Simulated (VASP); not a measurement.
A run of VASP 6.6.1 is set up as follows.

The input INCAR:

```
ALGO = Normal
EDIFF = 1E-6
ENCUT = 520
GGA = PE
ISIF = 2
ISMEAR = -1
IVDW = 12
LASPH = True
LCHARG = True
LELF = True
LREAL = False
LVHAR = True
LWAVE = False
NBANDS = 61
NELM = 80
PREC = Accurate
SIGMA = 0.05
```

Contents of KPOINTS:

```
k-points
0
Gamma
  1 1 1
```

The input POSCAR:

```
LiHF2
1.0
    6.6943300000      0.0000000000      0.0000000000
    0.0000000000      6.6943300000      0.0000000000
    0.0000000000      0.0000000000      6.6943300000
Li F H
5 10 5
Direct
    0.3707167110      0.8225468419      0.3523578909
    0.7927903166      0.1474680812      0.1088234371
    0.5605191259      0.5390830748      0.6861179536
    0.0556142288      0.0266195422      0.6546286185
    0.3413186981      0.8364242575      0.7811984172
    0.4279591834      0.5874374284      0.4606734356
    0.6739882856      0.3743167726      0.0937360423
    0.5976102164      0.7819453179      0.7448990414
   -0.0064233463      0.1677539052      0.8804465869
    0.3028234342      0.9880899209      0.5542152837
    0.2755466193      0.3193150024      0.0490265643
    1.0916850529      0.7485737930      0.8820001404
    0.8617441925      0.6720164677      0.1291241991
    0.8096702732      0.9613508745      0.5436092932
    0.3582733448     -0.0299955335      0.0935269101
    0.1634069429      0.2582633363     -0.0289648105
    0.9776183726      0.6994725387      1.0058810964
    0.7508294333      0.5148984290      0.0847433574
    0.7242696431      0.8783851409      0.6566303125
    0.3604244189      0.1413584332      0.0724941854
```

Potentials or basis: VASP PAW PBE potentials, release 64 (Li_sv, F, H).

The run is started by

```bash
$ cat potpaw_PBE.64/Li_sv/POTCAR potpaw_PBE.64/F/POTCAR potpaw_PBE.64/H/POTCAR > POTCAR
$ mpirun -np 1 vasp_gam > vasp.out
```

Q: Predict the largest force.

A: 2.447 eV/Å.

Q: What does it give for the dispersion energy per atom?

A: -0.049 eV.

Q: Predict the band gap on the k mesh.

A: 4.65 eV, direct.

Forces on the atoms (eV/Å):
```
Li   0.013 -0.075  0.105
Li   0.677 -0.545 -0.484
Li  -0.214 -0.702 -0.914
Li  -0.280 -0.047 -0.028
Li  -0.386  0.223  0.162
F    0.019 -0.278  0.160
F    0.085  0.964 -0.491
F    0.813  0.367  1.223
F    0.315  0.429  0.875
F   -0.535  0.101  0.308
F    1.020 -0.406  0.141
F   -0.186 -0.311 -0.030
F   -0.354 -0.410 -0.416
F    0.118 -0.044  0.360
F    0.836  2.276 -0.330
H   -1.655 -0.267 -0.772
H    0.501  0.502 -0.453
H    0.102 -0.215  0.902
H   -0.173  0.306 -0.975
H   -0.714 -1.867  0.658
```

 A hybrid or GW would open this gap; PBE tends to underestimate it.
